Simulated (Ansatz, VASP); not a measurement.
**Os in VASP and in Ansatz**

```
CELL_PARAMETERS angstrom
0.00000 1.91254 1.91254
1.91254 0.00000 1.91254
1.91254 1.91254 0.00000
ATOMIC_POSITIONS crystal
Os 0.00000 0.00000 0.00000
```

The cell was built by a generator and needn't be a form met in nature.

Alike in both runs: task relaxation of cell and atoms; functional LDA; k mesh 14 × 14 × 14; occupations fermi-dirac, width 0.1 eV; no spin polarisation.

|  | VASP | Ansatz |
| --- | --- | --- |
| version | VASP 6.6.1 | Ansatz 0.2.0 |
| potentials or method | VASP PAW LDA potentials, release 64 (Os) | plane waves (420 eV) with PAW, scalar-relativistic |
| plane-wave cutoff (eV) | 600 | 420 |
| valence electrons in the cell | 8 | 16 |

|  | VASP | Ansatz | Ansatz less VASP |
| --- | --- | --- | --- |
| relaxed volume (Å³/atom) | 13.80 | 13.76 | -0.041 |
| relaxed cell length with the largest relative difference (Å) | 2.692 | 2.690 | -0.0026 |
| energy change over the relaxation (meV/atom) | -4 | -5 | -1.6 |

The two sets of potentials don't hold the same shells in valence. Ansatz warned: «pseudo_functional_mismatch».

Spin-orbit coupling is left out, which matters for the levels of Os.
